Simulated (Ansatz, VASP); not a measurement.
# One calculation of InP, two programs

File INCAR:

```
SYSTEM = InP
PREC = Accurate
ENCUT = 520
EDIFF = 1E-7
ISMEAR = -1
SIGMA = 0.05
LREAL = .False.
LASPH = .True.
NELM = 100
ALGO = Normal
ISIF = 2
LWAVE = .False.
LCHARG = .False.
GGA = PS
NBANDS = 16
```

KPOINTS

```
Automatic mesh
0
Gamma
  8 8 8
  0 0 0
```

File POSCAR:

```
InP
1.0
    0.0000000000      2.9305000000      2.9305000000
    2.9305000000      0.0000000000      2.9305000000
    2.9305000000      2.9305000000      0.0000000000
In P
1 1
Direct
    0.0000000000      0.0000000000      0.0000000000
    0.7500000000      0.7500000000      0.7500000000
```

File input.yaml:

```yaml
crystal:
  lattice:
    - [0.0, 2.9305, 2.9305]
    - [2.9305, 0.0, 2.9305]
    - [2.9305, 2.9305, 0.0]
  atoms:
    - { symbol: In, position: [0.0, 0.0, 0.0] }
    - { symbol: P, position: [0.75, 0.75, 0.75] }
kpoints:
  mp_grid: { grid: [8, 8, 8] }
scf:
  occupations: { method: fermi_dirac, width: 0.05 }
hamiltonian:
  xc: pbesol
  pseudopotentials: { kind: all_electron, lapw: { basis_error: 0.001 } }
output:
  forces: true
  stress: true
  eigenvalues: true
  populations: true
```

Alike in both runs: task single point; functional PBEsol; k mesh 8 × 8 × 8; occupations fermi-dirac, width 0.05 eV; no spin polarisation.

|  | VASP | Ansatz |
| --- | --- | --- |
| version | VASP 6.6.1 | Ansatz 0.2.0 |
| potentials or method | VASP PAW PBE potentials, release 64 (In_d, P) | all-electron LAPW, scalar-relativistic |
| plane-wave cutoff (eV) | 520 | see its input |

```tsv
	VASP	Ansatz	Ansatz less VASP
gap on the k mesh at the Fermi level (eV)	0.61	0.61	0.000
least direct gap on the mesh (eV)	0.61	0.61	0.000
pressure (GPa)	0.6	0.6	+0.02
```

Ansatz ran all-electron here, so the differences hold the error of VASP's frozen core and of both bases.

Caveats: spin-orbit coupling is left out, which moves the levels of the heavy elements; the PAW data sets were made with another functional, which shifts forces and pressure a little (VASP).
